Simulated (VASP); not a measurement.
# C (strained diamond): a PBE single-point calculation in VASP

INCAR

```
LASPH = .TRUE.
LCHARG = .FALSE.
LREAL = .FALSE.
LWAVE = .FALSE.
GGA = PE
SIGMA = 0.02
NSW = 0
NBANDS = 11
ENCUT = 520
ISMEAR = -1
ISIF = 2
IBRION = -1
PREC = Accurate
EDIFF = 1E-7
NELM = 120
```

KPOINTS

```
KPOINTS created by Atomic Simulation Environment
0
Gamma
12 12 12
0 0 0
```

KPOINTS_OPT

```
special points
7
Reciprocal
0.0000000000 0.0000000000 0.0000000000 1
0.5000000000 0.0000000000 0.5000000000 1
0.6250000000 0.2500000000 0.6250000000 1
0.3750000000 0.3750000000 0.7500000000 1
0.5000000000 0.5000000000 0.5000000000 1
0.5000000000 0.2500000000 0.7500000000 1
0.3500000000 0.0000000000 0.3500000000 1
```

POSCAR

```
C
 1.0000000000000000
     0.0000000000000000    1.7801241423000000    1.7979253837000000
     1.7801241423000000    0.0000000000000000    1.7979253837000000
     1.7801241423000000    1.7801241423000000    0.0000000000000000
 C
   2
Cartesian
  0.0000000000000000  0.0000000000000000  0.0000000000000000
  0.8900620711500000  0.8900620711500000  0.8989626918500000
```

VASP ran with the recommended PBE PAW datasets (8 valence electrons in the cell).

OSZICAR

```
N       E                     dE             d eps       ncg     rms          rms(c)
DAV:   1     0.450120418744E+00    0.45012E+00   -0.47537E+03  3722   0.714E+02
DAV:   2    -0.184320583406E+02   -0.18882E+02   -0.18265E+02  4728   0.124E+02
DAV:   3    -0.188129738776E+02   -0.38092E+00   -0.37990E+00  4189   0.133E+01
DAV:   4    -0.188136350087E+02   -0.66113E-03   -0.66112E-03  3858   0.690E-01
DAV:   5    -0.188136357677E+02   -0.75900E-06   -0.75894E-06  4105   0.224E-02    0.552E+00
DAV:   6    -0.183408640020E+02    0.47277E+00   -0.24674E-01  3673   0.350E+00    0.330E+00
DAV:   7    -0.181817274389E+02    0.15914E+00   -0.30269E-01  3838   0.392E+00    0.751E-01
DAV:   8    -0.181835404312E+02   -0.18130E-02   -0.86076E-03  3759   0.690E-01    0.436E-02
DAV:   9    -0.181835816262E+02   -0.41195E-04   -0.62827E-05  4242   0.638E-02    0.245E-02
DAV:  10    -0.181836022280E+02   -0.20602E-04   -0.15566E-05  3802   0.346E-02    0.533E-03
DAV:  11    -0.181836023036E+02   -0.75669E-07   -0.25999E-07  4328   0.459E-03
   1 F= -.18183602E+02 E0= -.18183602E+02  d E =-.531917E-13
       N       E                     dE             ncg
DAV:   1     0.132993478600E+04   -0.24998E+04      154
DAV:   2     0.119426980250E+04   -0.13566E+03      200
DAV:   3     0.119184298128E+04   -0.24268E+01      172
DAV:   4     0.119183949473E+04   -0.34865E-02      175
DAV:   5     0.119183949015E+04   -0.45788E-05      163
DAV:   6     0.119183949014E+04   -0.88598E-08      181
```

From OUTCAR

```
k-points           NKPTS =    163   k-points in BZ     NKDIM =    163   number of bands    NBANDS=     11

   NELECT =       8.0000    total number of electrons

   dimension x,y,z NGX =    20 NGY =   20 NGZ =   20
   dimension x,y,z NGXF=    40 NGYF=   40 NGZF=   40

  energy-cutoff  :      520.00
  volume of cell :       11.39
      direct lattice vectors                 reciprocal lattice vectors
     0.000000000  1.780124142  1.797925384    -0.280879287  0.280879287  0.278098304
     1.780124142  0.000000000  1.797925384     0.280879287 -0.280879287  0.278098304
     1.780124142  1.780124142  0.000000000     0.280879287  0.280879287 -0.278098304

 k-points in reciprocal lattice and weights: KPOINTS created by Atomic Simulation Env
   0.00000000  0.00000000  0.00000000       0.001
   0.08333333  0.00000000  0.00000000       0.005
   0.16666667  0.00000000  0.00000000       0.005
   0.25000000  0.00000000  0.00000000       0.005
   0.33333333  0.00000000  0.00000000       0.005
   0.41666667  0.00000000  0.00000000       0.005
   0.50000000  0.00000000  0.00000000       0.002
   0.08333333  0.08333333  0.00000000       0.001
   ...

 E-fermi :  10.1918

 k-point     1 :       0.0000    0.0000    0.0000
  band No.  band energies     occupation
      1     -11.7517      2.00000
      2       9.5645      2.00000
      3       9.7159      2.00000
      4       9.7159      2.00000
      5      15.2029      0.00000
      6      15.2029      0.00000
      7      15.3259      0.00000
      8      22.8929      0.00000
      9      28.9030      0.00000
     10      35.8770      0.00000
     11      36.4111      0.00000

 k-point     2 :       0.0833    0.0000    0.0000
  band No.  band energies     occupation
      1     -11.5599      2.00000
      2       8.4396      2.00000
      3       9.2960      2.00000
      4       9.3973      2.00000
      5      15.6265      0.00000
      6      15.6830      0.00000
      7      15.9726      0.00000
      8      23.0616      0.00000
      9      29.2229      0.00000
     10      33.8225      0.00000
     11      34.2245      0.00000

 k-point     3 :       0.1667    0.0000    0.0000
  band No.  band energies     occupation
      1     -10.9870      2.00000
      2       5.9214      2.00000
      3       8.5876      2.00000
      4       8.7074      2.00000
      5      16.5514      0.00000
      6      16.5842      0.00000
      7      17.0531      0.00000
      8      23.5469      0.00000
      9      29.8909      0.00000
     10      32.2904      0.00000
     11      32.5846      0.00000

 k-point     4 :       0.2500    0.0000    0.0000
  band No.  band energies     occupation
      1     -10.0414      2.00000
      2       3.0958      2.00000
      3       7.8573      2.00000
      4       7.9980      2.00000
      5      17.3941      0.00000
      6      17.4259      0.00000
      7      17.8151      0.00000
      8      24.2285      0.00000
      9      30.3130      0.00000
     10      31.9449      0.00000
     11      32.1097      0.00000

 k-point     5 :       0.3333    0.0000    0.0000
  band No.  band energies     occupation
      1      -8.7449      2.00000
      2       0.3262      2.00000
      3       7.2761      2.00000
      4       7.4363      2.00000
      5      17.8311      0.00000
      6      17.9383      0.00000
      7      18.2547      0.00000
      8      24.8604      0.00000
      9      30.5469      0.00000
     10      32.8328      0.00000
     11      32.8750      0.00000

 k-point     6 :       0.4167    0.0000    0.0000
  band No.  band energies     occupation
      1      -7.1736      2.00000
      2      -2.1701      2.00000
      3       6.9115      2.00000
      4       7.0853      2.00000
      5      17.9716      0.00000
      6      18.1172      0.00000
      7      18.4640      0.00000
      8      25.2249      0.00000
      9      31.0536      0.00000
     10      34.2566      0.00000
     11      34.4712      0.00000

 k-point     7 :       0.5000    0.0000    0.0000
  band No.  band energies     occupation
      1      -6.0011      2.00000
      2      -3.6568      2.00000
      3       6.7879      2.00000
      4       6.9666      2.00000
      5      17.9922      0.00000
      6      18.1470      0.00000
      7      18.5250      0.00000
      8      25.3229      0.00000
      9      31.4965      0.00000
     10      33.7557      0.00000
     11      35.5097      0.00000

 k-point     8 :       0.0833    0.0833    0.0000
  band No.  band energies     occupation
      1     -11.4994      2.00000
      2       8.8105      2.00000
      3       8.8105      2.00000
      4       8.9473      2.00000
      5      15.1395      0.00000
      6      16.3336      0.00000
      7      16.3336      0.00000
      8      23.0308      0.00000
      9      29.3298      0.00000
     10      31.6934      0.00000
     11      36.7309      0.00000

 k-point     9 :       0.1667    0.0833    0.0000
  band No.  band energies     occupation
      1     -11.0570      2.00000
      2       6.7895      2.00000
      3       8.0176      2.00000
      4       8.6588      2.00000
      5      15.4398      0.00000
      6      17.4078      0.00000
      7      17.4113      0.00000
      8      23.1252      0.00000
      9      29.9159      0.00000
     10      30.2629      0.00000
     11      35.1891      0.00000

 k-point    10 :       0.2500    0.0833    0.0000
  band No.  band energies     occupation
      1     -10.2389      2.00000
      2       4.1140      2.00000
      3       7.3095      2.00000
      4       7.9836      2.00000
      5      16.2895      0.00000
      6      18.2465      0.00000
      7      18.3678      0.00000
      8      23.3570      0.00000
      9      30.0006      0.00000
     10      30.5245      0.00000
     11      34.2679      0.00000

 k-point    11 :       0.3333    0.0833    0.0000
  band No.  band energies     occupation
      1      -9.0609      2.00000
      2       1.3546      2.00000
      3       6.8157      2.00000
      4       7.2272      2.00000
      5      17.0509      0.00000
      6      18.7209      0.00000
      7      18.8949      0.00000
      8      23.8860      0.00000
      9      30.6380      0.00000
     10      30.9287      0.00000
     11      34.5239      0.00000

 k-point    12 :       0.4167    0.0833    0.0000
  band No.  band energies     occupation
      1      -7.5701      2.00000
      2      -1.2322      2.00000
      3       6.5809      2.00000
      4       6.5834      2.00000
      5      17.4941      0.00000
      6      18.9519      0.00000
      7      18.9654      0.00000
      8      24.6714      0.00000
      9      30.6510      0.00000
     10      32.5045      0.00000
     11      35.4566      0.00000

 k-point    13 :       0.5000    0.0833    0.0000
  band No.  band energies     occupation
      1      -6.0544      2.00000
      2      -3.2635      2.00000
      3       6.1326      2.00000
      4       6.6210      2.00000
      5      17.7841      0.00000
      6      18.7730      0.00000
      7      19.0290      0.00000
      8      25.2388      0.00000
      9      30.7796      0.00000
     10      33.6999      0.00000
     11      35.6363      0.00000

 k-point    14 :      -0.4167    0.0833    0.0000
  band No.  band energies     occupation
      1      -6.4763      2.00000
      2      -2.7414      2.00000
      3       5.9280      2.00000
      4       6.9146      2.00000
      5      18.0786      0.00000
      6      18.4725      0.00000
      7      18.9809      0.00000
      8      25.2244      0.00000
      9      30.7407      0.00000
     10      33.8733      0.00000
     11      34.0295      0.00000

 k-point    15 :      -0.3333    0.0833    0.0000
  band No.  band energies     occupation
      1      -8.0690      2.00000
      2      -0.4379      2.00000
      3       5.9922      2.00000
      4       7.4325      2.00000
      5      18.0530      0.00000
      6      18.3371      0.00000
      7      18.7877      0.00000
      8      24.6774      0.00000
      9      30.6123      0.00000
     10      31.8376      0.00000
     11      34.0545      0.00000

 k-point    16 :      -0.2500    0.0833    0.0000
  band No.  band energies     occupation
      1      -9.4702      2.00000
      2       2.2345      2.00000
      3       6.3328      2.00000
      4       8.1175      2.00000
      5      17.3921      0.00000
      6      18.3101      0.00000
      7      18.3868      0.00000
      8      23.9847      0.00000
      9      30.5798      0.00000
     10      30.6679      0.00000
     11      33.3406      0.00000

 ...

  Total        0.2552127      0.2552127     -0.4065886      0.0000000      0.0000000      0.0000000
  in kB       35.8848080     35.8848080    -57.1693873      0.0000000      0.0000000      0.0000000
  external PRESSURE =       4.8667429 kB  Pullay stress =       0.0000000 kB

 POSITION                                       TOTAL-FORCE (eV/Angst)
 -----------------------------------------------------------------------------------
      0.00000      0.00000      0.00000         0.000000      0.000000     -0.000000
      0.89006      0.89006      0.89896         0.000000      0.000000      0.000000
 -----------------------------------------------------------------------------------
    total drift:                                0.000000      0.000000      0.000000

  FREE ENERGIE OF THE ION-ELECTRON SYSTEM (eV)
  ---------------------------------------------------
  free  energy   TOTEN  =       -18.1836023036 eV

  energy  without entropy=      -18.1836023036  energy(sigma->0) =      -18.18360230
```

```yaml
gap_between_bands_v_and_c: 4.00 eV
least_direct_gap: 5.49 eV
pressure: 0.5 GPa
```

Band v is the last that the valence electrons fill when counted band by band, and c is the next.
